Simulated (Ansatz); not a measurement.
The system is HfN.

```
CELL_PARAMETERS angstrom
0.00000 2.25600 2.25600
2.25600 0.00000 2.25600
2.25600 2.25600 0.00000
ATOMIC_POSITIONS crystal
Hf 0.00000 0.00000 0.00000
N 0.50000 0.50000 0.50000
```

```yaml
Program: Ansatz 0.2.0
Task: single point
Functional: PBEsol
Potentials_or_basis: all-electron LAPW, scalar-relativistic
Cutoff: 343 eV (chosen from the basis error)
Basis_error_allowed: 0.001 eV/atom
k_mesh: 10 × 10 × 10
Occupations: fermi-dirac, width 0.05 eV
Spin: no spin polarisation
```

On this cell: pressure -1.9 GPa; largest force zero by symmetry; band gap on the k mesh none (metal or under the smearing width).

The same run follows on a disturbed copy (atoms moved at random, drawn with an rms of 0.05 Å):

```
CELL_PARAMETERS angstrom
0.00000 2.25600 2.25600
2.25600 0.00000 2.25600
2.25600 2.25600 0.00000
ATOMIC_POSITIONS crystal
Hf 0.02558 0.01152 0.98645
N 0.48681 0.50285 0.51365
```

**Question.** What changes?

**Answer.** The energy (extrapolated to zero smearing) moves by +39.6 meV/atom; pressure 0.0 GPa; largest force 1.367 eV/Å; band gap on the k mesh none (metal or under the smearing width).

Forces on the atoms (eV/Å):
```
Hf   0.480 -0.301 -1.244
N   -0.480  0.301  1.244
```

Stress tensor (GPa, compression positive):
```
-1.12  0.11  0.50
 0.11 -1.50 -0.32
 0.50 -0.32  2.52
```

The runs don't all hold the same shells in valence.
